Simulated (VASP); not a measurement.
# Co (P6_3/mmc) in VASP: further runs

Runs on Co. Level: LDA. Tasks: single point.

All numbers are computed with VASP 6.6.1; they aren't measurements. Logs are shortened: lines on timing, memory, paths and dates and some standing lists are left out, and cuts for length are marked.

### 1 The undisturbed crystal

It takes space group P6_3/mmc (No. 194, hexagonal). The conventional cell has a = 2.472 Å, b = 2.472 Å, c = 4.021 Å, α = 90.00°, β = 90.00°, γ = 120.00°. Co (site symmetry -6m2) is surrounded by 12 Co at 2.47 Å.

### 2 Single point, LDA, collinear spin, ferromagnetic start (grid = ENCUT=400 dk=0.45 cell=2x2x2 ISMEAR=1 SIGMA=0.1 LREAL=Auto EDIFF=1e-06)

INCAR

```
SYSTEM = Co
PREC     = Accurate       ! precision mode
ENCUT    = 400            ! plane-wave cutoff, eV
EDIFF    = 1E-6           ! SCF threshold, eV
ISMEAR   = 1              ! smearing method
SIGMA    = 0.1            ! smearing width, eV
LREAL    = Auto         
LASPH    = .True.         ! aspherical terms in the spheres
NELM     = 120            ! most SCF steps
ALGO     = Fast           ! electronic algorithm
ISIF     = 2              ! what is computed and relaxed
LWAVE    = .False.        ! write WAVECAR
LCHARG   = .False.        ! write CHGCAR
ISPIN    = 2              ! spin polarisation
MAGMOM   = 2 2 2 2 2 2 2 2 2 2 2 2 2 2 2 ! initial moments
LORBIT   = 11             ! projections on sites
LMAXMIX  = 4              ! l up to which the mixer works
GGA      = CA             ! functional
NBANDS   = 82             ! bands
```

KPOINTS

```
Automatic mesh
0
Gamma
  4 4 2
  0 0 0
```

POSCAR

```
Co
1.0
    4.9439998064      0.0000000000      0.0000000000
   -2.4719999032      4.2816294286      0.0000000000
    0.0000000000      0.0000000000      8.0422881600
Co
15
Direct
    0.3333333334      0.1666666666      0.8750000000
    0.3333333334      0.6666666666      0.3750000000
    0.3333333334      0.6666666666      0.8750000000
    0.8333333333      0.1666666666      0.3750000000
    0.8333333333      0.1666666666      0.8750000000
    0.8333333333      0.6666666666      0.3750000000
    0.8333333333      0.6666666666      0.8750000000
    0.1666666666      0.3333333334      0.1250000000
    0.1666666666      0.3333333334      0.6250000000
    0.1666666666      0.8333333333      0.1250000000
    0.1666666666      0.8333333333      0.6250000000
    0.6666666666      0.3333333334      0.1250000000
    0.6666666666      0.3333333334      0.6250000000
    0.6666666666      0.8333333333      0.1250000000
    0.6666666666      0.8333333333      0.6250000000
```

Potentials or basis: VASP PAW LDA potentials, release 64 (Co).

On the command line:

```
$ cat potpaw_LDA.64/Co/POTCAR > POTCAR
$ mpirun -np 1 vasp_std > vasp.out
```

OUTCAR:

```text
SYSTEM = Co
   PREC = Accurate
   ENCUT = 400
   EDIFF = 1E-6
   ISMEAR = 1
   LREAL = Auto
   LASPH = .True.
   NELM = 120
   ISIF = 2
   ISPIN = 2
   LORBIT = 11
   GGA = CA

 Found      8 irreducible k-points:

 Following reciprocal coordinates:
            Coordinates               Weight
  0.000000  0.000000  0.000000      1.000000
  0.250000  0.000000  0.000000      6.000000
  0.500000  0.000000  0.000000      3.000000
  0.250000  0.250000  0.000000      6.000000
  0.000000  0.000000  0.500000      1.000000
  0.250000  0.000000  0.500000      6.000000
   k-points           NKPTS =      8   k-points in BZ     NKDIM =      8   number of bands    NBANDS=     82
   number of dos      NEDOS =    301   number of ions     NIONS =     15
   total plane-waves  NPLWV =  55296
   dimension x,y,z NGX =    32 NGY =   32 NGZ =   54
   dimension x,y,z NGXF=    64 NGYF=   64 NGZF=  108
   ions per type =              15
   NGX,Y,Z   is equivalent  to a cutoff of  10.76, 10.76, 11.16 a.u.
   NGXF,Y,Z  is equivalent  to a cutoff of  21.52, 21.52, 22.33 a.u.
 SYSTEM =  Co
   PREC   = accura    normal or accurate (medium, high low for compatibility)
   ISTART =      0    job   : 0-new  1-cont  2-samecut
   ICHARG =      2    charge: 1-file 2-atom 10-const
   ISPIN  =      2    spin polarized calculation?
   LNONCOLLINEAR =      F non collinear calculations
   LSORBIT =      F    spin-orbit coupling
   LASPH  =      T    aspherical Exc in radial PAW
   ENCUT  =  400.0 eV  29.40 Ry    5.42 a.u.   8.06  8.06 13.11*2*pi/ulx,y,z
   NELM   =    120;   NELMIN=  2; NELMDL= -5     # of ELM steps
   EDIFF  = 0.1E-05   stopping-criterion for ELM
   LREAL  =      T    real-space projection
   EDIFFG = 0.1E-04   stopping-criterion for IOM
   NSW    =      0    number of steps for IOM
   IBRION =     -1    ionic relax: 0-MD 1-quasi-New 2-CG
   NFREE  =      0    steps in history (QN), initial steepest desc. (CG)
   ISIF   =      2    stress and relaxation
   ISYM   =      2    0-nonsym 1-usesym 2-fastsym
   POTIM  = 0.5000    time-step for ionic-motion
   TEBEG  =    0.0;   TEEND  =   0.0 temperature during run
   PSTRESS=    0.0 pullay stress
   NELECT =     135.0000    total number of electrons
   NUPDOWN=      -1.0000    fix difference up-down
   EMIN   =  10.00;   EMAX   =-10.00  energy-range for DOS
   EFERMI =   0.00;   METHOD = LEGACY
   ISMEAR =     1;   SIGMA  =   0.10  broadening in eV -4-tet -1-fermi 0-gaus
   EFERMI_NEDOS =   21; number of points for ismear=-14 and -15
   IALGO  =     68    algorithm
   IMIX   =      4    mixing-type and parameters
     AMIX     =   0.40;   BMIX     =  1.00
     AMIX_MAG =   1.60;   BMIX_MAG =  1.00
  volume/ion in A,a.u.               =      11.35        76.59
  Fermi-wavevector in a.u.,A,eV,Ry     =   1.515294  2.863491 31.240573  2.296117
  Thomas-Fermi vector in A             =   2.624837
   LORBIT       =     11    0 simple, 1 ext, 2 COOP (PROOUT), +10 PAW based schemes
   GGA     = CA    functional components
   LHFCALC =     F    Hartree Fock is set to
   AEXX    =    0.0000 exact exchange contribution
   IVDW    =     0    specifies the selected vdW correction
   LEPSILON=     F    determine dielectric tensor
   LRPA    =     F    only Hartree local field effects (RPA)
 spin polarized calculation
 RMM-DIIS sequential band-by-band and
 Methfessel and Paxton  Order N= 1 SIGMA  =   0.10
  energy-cutoff  :      400.00
  volume of cell :      170.24
 maximum number of plane-waves:      3118
   NGX = 17   NGY = 17   NGZ = 27

 number of electron     135.0000046 magnetization      24.4613520

 Free energy of the ion-electron system (eV)
  ---------------------------------------------------
  ext. energy  EPLUGINS =         0.00000000
  ---------------------------------------------------
  free energy    TOTEN  =      -118.94431285 eV

  energy without entropy =     -118.94769277  energy(sigma->0) =     -118.94543949

 E-fermi :   9.2352     XC(G=0): -13.4023

 val. band max:        9.2218050166   @ k =   0.0000   0.0000   0.0000
 cond. band min:       9.2665997158   @ k =   0.2500   0.0000   0.5000
 fundamental gap:      0.0447946992
 Fermi energy:         9.2351948146

 spin component 1

 k-point     1 :       0.0000    0.0000    0.0000
  band No.  band energies     occupation
      1       0.5184      1.00000
      2       2.6326      1.00000
      3       2.9584      1.00000
      4       4.2512      1.00000
      5       4.2793      1.00000
      6       4.3892      1.00000
[... 71 lines left out ...]
     78       8.9532      1.00025
     79       9.4896     -0.00095

 k-point     2 :       0.2500    0.0000    0.0000
  band No.  band energies     occupation
      1       1.0625      1.00000
      2       3.1063      1.00000
      3       3.3708      1.00000
      4       4.0842      1.00000
      5       4.3981      1.00000
      6       4.5116      1.00000
[... 71 lines left out ...]
     78       8.8443      1.00000
     79       8.9159      1.00003

 k-point     3 :       0.5000    0.0000    0.0000
  band No.  band energies     occupation
      1       2.4122      1.00000
      2       2.6525      1.00000
      3       4.0817      1.00000
      4       4.0918      1.00000
      5       4.1229      1.00000
      6       4.4996      1.00000
[... 71 lines left out ...]
     78       8.8902      1.00001
     79       9.0139      1.00378

 k-point     4 :       0.2500    0.2500    0.0000
  band No.  band energies     occupation
      1       2.0760      1.00000
      2       3.6620      1.00000
      3       3.7495      1.00000
      4       3.8925      1.00000
      5       4.1047      1.00000
      6       4.5499      1.00000
[... 71 lines left out ...]
     78       8.8529      1.00000
     79       8.8635      1.00000

 k-point     5 :       0.0000    0.0000    0.5000
  band No.  band energies     occupation
      1       0.9149      1.00000
      2       1.4235      1.00000
      3       3.9434      1.00000
      4       4.1476      1.00000
      5       4.1875      1.00000
      6       4.2573      1.00000
[... 71 lines left out ...]
     78       8.9533      1.00025
     79       8.9533      1.00025

 k-point     6 :       0.2500    0.0000    0.5000
  band No.  band energies     occupation
      1       1.4454      1.00000
      2       1.9289      1.00000
      3       4.0476      1.00000
      4       4.2285      1.00000
      5       4.3368      1.00000
      6       4.4406      1.00000
[... 71 lines left out ...]
     78       8.8973      1.00001
     79       8.9102      1.00002

 [... further k-points ...]

 spin component 2

 k-point     1 :       0.0000    0.0000    0.0000
  band No.  band energies     occupation
      1       0.7208      1.00000
      2       2.9083      1.00000
      3       3.2614      1.00000
      4       5.2317      1.00000
      5       5.2824      1.00000
      6       5.3420      1.00000
[... 71 lines left out ...]
     78      10.6218     -0.00000
     79      10.6525     -0.00000

 k-point     2 :       0.2500    0.0000    0.0000
  band No.  band energies     occupation
      1       1.2687      1.00000
      2       3.3941      1.00000
      3       3.6937      1.00000
      4       4.6481      1.00000
      5       5.2832      1.00000
      6       5.4239      1.00000
[... 71 lines left out ...]
     78      10.4816     -0.00000
     79      10.5301     -0.00000

 k-point     3 :       0.5000    0.0000    0.0000
  band No.  band energies     occupation
      1       2.6592      1.00000
      2       2.9001      1.00000
      3       4.5183      1.00000
      4       4.5588      1.00000
      5       4.5883      1.00000
      6       5.0318      1.00000
[... 71 lines left out ...]
     78      10.5132     -0.00000
     79      10.5190     -0.00000

 k-point     4 :       0.2500    0.2500    0.0000
  band No.  band energies     occupation
      1       2.3000      1.00000
      2       3.9974      1.00000
      3       4.1039      1.00000
      4       4.2441      1.00000
      5       4.5366      1.00000
      6       5.2474      1.00000
[... 71 lines left out ...]
     78      10.4446     -0.00000
     79      10.4624     -0.00000

 k-point     5 :       0.0000    0.0000    0.5000
  band No.  band energies     occupation
      1       1.1151      1.00000
      2       1.6464      1.00000
      3       4.6379      1.00000
      4       4.9568      1.00000
      5       5.1277      1.00000
      6       5.2606      1.00000
[... 71 lines left out ...]
     78      10.6215     -0.00000
     79      10.6448     -0.00000

 k-point     6 :       0.2500    0.0000    0.5000
  band No.  band energies     occupation
      1       1.6510      1.00000
      2       2.1605      1.00000
      3       4.6941      1.00000
      4       4.9844      1.00000
      5       5.0675      1.00000
      6       5.3345      1.00000
[... 71 lines left out ...]
     78      10.5741     -0.00000
     79      10.6062     -0.00000

 [... further k-points ...]

 [bands above 79 left out]

------------------------ aborting loop because EDIFF is reached ----------------------------------------

  FORCE on cell =-STRESS in cart. coord.  units (eV):
  Direction    XX          YY          ZZ          XY          YZ          ZX
  --------------------------------------------------------------------------------------
  -------------------------------------------------------------------------------------
  Total      -16.5416063    -16.5416063    -20.8747783     -0.0000000     -0.0000000     -0.0000000
  in kB     -155.6758013   -155.6758013   -196.4560024     -0.0000000     -0.0000000     -0.0000000
  external PRESSURE =    -169.2692016 kB  Pullay stress =       0.0000000 kB

 VOLUME and BASIS-vectors are now :
 -----------------------------------------------------------------------------
  energy-cutoff  :      400.00
  volume of cell :      170.24
      direct lattice vectors                 reciprocal lattice vectors
     4.943999806  0.000000000  0.000000000     0.202265380  0.116777972  0.000000000
    -2.471999903  4.281629429  0.000000000     0.000000000  0.233555943  0.000000000
     0.000000000  0.000000000  8.042288160     0.000000000  0.000000000  0.124342722

 POSITION                                       TOTAL-FORCE (eV/Angst)
 -----------------------------------------------------------------------------------
      1.23600      0.71360      7.03700         0.000000      0.000000     -0.000000
      0.00000      2.85442      3.01586        -0.248100     -0.143241     -0.000000
      0.00000      2.85442      7.03700        -0.113825     -0.065717     -0.000000
      3.70800      0.71360      3.01586        -0.000000      0.286481     -0.000000
      3.70800      0.71360      7.03700        -0.000000      0.131433     -0.000000
      2.47200      2.85442      3.01586         0.248100     -0.143241     -0.000000
      2.47200      2.85442      7.03700         0.113825     -0.065717     -0.000000
     -0.00000      1.42721      1.00529         0.140013     -0.080837      0.005533
     -0.00000      1.42721      5.02643         0.140013     -0.080837     -0.005533
     -1.23600      3.56802      1.00529         0.000000      0.161673      0.005533
     -1.23600      3.56802      5.02643         0.000000      0.161673     -0.005533
      2.47200      1.42721      1.00529        -0.140013     -0.080837      0.005533
      2.47200      1.42721      5.02643        -0.140013     -0.080837     -0.005533
      1.23600      3.56802      1.00529         0.000000      0.000000      0.092705
      1.23600      3.56802      5.02643         0.000000      0.000000     -0.092705
 -----------------------------------------------------------------------------------
    total drift:                               -0.000000      0.000000     -0.000000

  FREE ENERGIE OF THE ION-ELECTRON SYSTEM (eV)
  ---------------------------------------------------
  free  energy   TOTEN  =      -118.9443128496 eV

  energy  without entropy=     -118.9476927652  energy(sigma->0) =     -118.94543949

 total charge

# of ion       s       p       d       tot
------------------------------------------
    1        0.497   0.527   7.301   8.326
    2        0.491   0.459   7.250   8.200
    3        0.496   0.531   7.287   8.314
    4        0.491   0.459   7.250   8.200
    5        0.496   0.531   7.287   8.314
    6        0.491   0.459   7.250   8.200
    7        0.496   0.531   7.287   8.314
    8        0.493   0.494   7.270   8.257
    9        0.493   0.494   7.270   8.257
   10        0.493   0.494   7.270   8.257
   11        0.493   0.494   7.270   8.257
   12        0.493   0.494   7.270   8.257
   13        0.493   0.494   7.270   8.257
   14        0.504   0.538   7.288   8.330
   15        0.504   0.538   7.288   8.330
--------------------------------------------------
tot          7.427   7.533 109.108 124.069

 magnetization (x)

# of ion       s       p       d       tot
------------------------------------------
    1       -0.012  -0.035   1.580   1.533
    2       -0.010  -0.028   1.742   1.705
    3       -0.011  -0.037   1.657   1.608
    4       -0.010  -0.028   1.742   1.705
    5       -0.011  -0.037   1.657   1.608
    6       -0.010  -0.028   1.742   1.705
    7       -0.011  -0.037   1.657   1.608
    8       -0.011  -0.031   1.693   1.651
    9       -0.011  -0.031   1.693   1.651
   10       -0.011  -0.031   1.693   1.651
   11       -0.011  -0.031   1.693   1.651
   12       -0.011  -0.031   1.693   1.651
   13       -0.011  -0.031   1.693   1.651
   14       -0.013  -0.040   1.596   1.543
   15       -0.013  -0.040   1.596   1.543
--------------------------------------------------
tot         -0.167  -0.496  25.130  24.468
```

It took 5.1 min on 1 thread of Intel Xeon Platinum 8559C (Emerald Rapids), shared host; peak memory 0.27 GiB.

These settings aren't checked as converged: the numbers below hold their error.

Results:

- Free energy: -118.9443 eV
- Pressure: -16.9 GPa
- Largest force: 0.286 eV/Å
- Band gap on the k mesh: none (metal or under the smearing width)
- Net moment: 24.46 μB per cell
- Site moments: Co +1.53, +1.71, +1.61, +1.65, +1.54 μB
- Valence electrons inside the program's atomic spheres: Co 8.33, 8.20, 8.31, 8.26

Caveat: the k mesh is coarse (spacing up to 0.39 Å⁻¹), so the values aren't converged.

### 3 Single point, LDA, collinear spin, ferromagnetic start (grid = ENCUT=340 dk=0.35 cell=2x2x2 ISMEAR=1 SIGMA=0.1 LREAL=Auto EDIFF=1e-06)

Edit INCAR of step 2 so:

```diff
@@ -2,3 +2,3 @@
 PREC     = Accurate       ! precision mode
-ENCUT    = 400            ! plane-wave cutoff, eV
+ENCUT    = 340            ! plane-wave cutoff, eV
 EDIFF    = 1E-6           ! SCF threshold, eV
```

KPOINTS

```
Automatic mesh
0
Gamma
  5 5 3
  0 0 0
```

POSCAR is that of step 2.

Potentials or basis: VASP PAW LDA potentials, release 64 (Co).

On the command line:

```
$ cat potpaw_LDA.64/Co/POTCAR > POTCAR
$ mpirun -np 1 vasp_std > vasp.out
```

Run time: 15 min. Hardware: 1 thread of Intel Xeon Platinum 8559C (Emerald Rapids), shared host; peak memory 0.26 GiB.

The run converged, but some of its settings lie outside the range that counts as converged, so its numbers aren't taken as properties of the crystal.

Results:

```yaml
Free_energy: -118.9313 eV
Pressure: -17.2 GPa
Largest_force: 0.255 eV/Å
Band_gap_on_the_k_mesh: none (metal or under the smearing width)
Net_moment: 23.91 μB per cell
Site_moments: Co +1.50, +1.68, +1.59, +1.61, +1.47 μB
Valence_electrons_inside_the_program's_atomic_spheres: Co 8.32, 8.19, 8.31, 8.25
```

### 4 The reference run

An earlier run on the cell as given: functional PBE; potentials or basis VASP PAW PBE potentials, release 64 (Co); cutoff 520 eV; k mesh 12 × 12 × 7; occupations fermi-dirac, width 0.05 eV; collinear spin, ferromagnetic start; starting moments [2.0, 2.0] μB.

* Pressure: 3.9 GPa
* Band gap on the k mesh: none (metal or under the smearing width)
* Net moment: 3.19 μB per cell
* Site moments: Co +1.61 μB
* Valence electrons inside the program's atomic spheres: Co 8.31
